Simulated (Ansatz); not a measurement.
# CoSi2 (Fm-3m), comparing deformations

The calculation used DFT PBEsol, scalar-relativistic, plane waves, PAW in Ansatz 0.2.0. Settings: plane waves to 420 eV, k-mesh 16×16×16 (Γ-centred), Gaussian smearing 0.15 eV. No spin polarisation. A magnetic state may lie lower. Energies are free energies at this smearing, counted from the undisturbed cell; pressure is positive in compression.

The starting cell (relaxed at this level):

```xyz
3
Lattice="0.0000 2.6563 2.6563 2.6563 0.0000 2.6563 2.6563 2.6563 0.0000" Properties=species:S:1:pos:R:3 pbc="T T T"
Co    0.0000    0.0000    0.0000
Si    1.3281    1.3281    1.3281
Si    3.9844    3.9844    3.9844
```

The cell is strained by ε times a Voigt pattern (xx, yy, zz, yz, xz, xy; engineering shear) with fractional coordinates fixed. τ = (1/V0) dE/dε comes from the stress tensor. Of each scan, only the three points used here are listed.

| pattern | ε | τ (GPa) |
| --- | --- | --- |
| (1, 1, 0, 0, 0, 0) | -0.0250 | -23.37 |
| (1, 1, 0, 0, 0, 0) | 0.0000 | 0.04 |
| (1, 1, 0, 0, 0, 0) | 0.0250 | 19.13 |
| (0, 0, 1, 0, 0, 0) | -0.0250 | -7.20 |
| (0, 0, 1, 0, 0, 0) | 0.0000 | 0.02 |
| (0, 0, 1, 0, 0, 0) | 0.0250 | 6.00 |
| (0, 0, 0, 1, 0, 0) | -0.0150 | -2.38 |
| (0, 0, 0, 1, 0, 0) | 0.0000 | 0.00 |
| (0, 0, 0, 1, 0, 0) | 0.0075 | 1.19 |
| (0, 1, 0, 0, 0, 0) | -0.0150 | -4.15 |
| (0, 1, 0, 0, 0, 0) | 0.0000 | 0.02 |
| (0, 1, 0, 0, 0, 0) | 0.0150 | 3.74 |

Problem. Which constants do the scans give, and which deformation costs least for the same size of strain tensor?

Solution. The slope dτ/dε at zero (parabola through three points) is pᵀCp: (1, 1, 0, 0, 0, 0) gives 2(C11 + C12) = 850 GPa; (0, 0, 1, 0, 0, 0) gives C11 = 264 GPa; (0, 0, 0, 1, 0, 0) gives C44 = 159 GPa; (0, 1, 0, 0, 0, 0) gives C11 = 263 GPa. The size of the strain tensor, ε:ε, is ε² times 2.0, 1.0, 0.5, 1.0. Per unit of it the stiffnesses are 425, 264, 318, 263 GPa, so (0, 1, 0, 0, 0, 0) is the softest of these, level with (0, 0, 1, 0, 0, 0) (alike by symmetry): at ε:ε = (1 %)² the quadratic term costs 1.03 meV/atom against 1.66 for the stiffest. These are clamped-ion values.

Problem. What else follows for this cubic crystal?

Solution. From the unrounded slopes C11 = 262.9 and C12 = 162.1 GPa, so B = (C11 + 2 C12)/3 = 196 GPa and the Poisson ratio for a pull along a cube edge is C12/(C11 + C12) = 0.38.

Problem. How anisotropic is this cubic crystal?

Solution. Zener's ratio 2 C44/(C11 − C12) = 3.15 with clamped ions; it is 1 for an isotropic solid.

Forces appear on the atoms along this scan, and letting them relax would lower the energy and soften the response. In a metal these slopes depend on the k mesh and the smearing.